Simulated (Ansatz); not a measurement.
Sb in Ansatz: the effect of functional

The system is Sb.

```
Sb
1.0
     0.00000    2.38695    2.38695
     2.38695    0.00000    2.38695
     2.38695    2.38695    0.00000
Sb
1
Direct
  0.00000 0.00000 0.00000
```

This isn't the form of Sb at room conditions, which is rhombohedral.

The cell isn't the ideal one: volume scaled by 1.02.

Alike in all runs:

```yaml
Program: Ansatz 0.2.0
Task: single point
Potentials_or_basis: Ansatz PAW
k_mesh: 10 × 10 × 10
Occupations: fermi-dirac, width 0.05 eV
Spin: no spin polarisation
```

```csv
functional,cutoff,pressure (GPa)
LDA,420 eV (not typed: the program's choice for these potentials),-3.4
PBEsol,420 eV (not typed: the program's choice for these potentials),?
r2SCAN,500 eV (not typed: the program's choice for these potentials),-0.1
```

What does the run with functional PBEsol give?

Pressure -2.3 GPa.

Caveats: the PAW data sets come from PBE, with cores solved anew for the run's functional, which leaves a small shift of forces and pressure.

Runs at the PBE level aren't shown here.
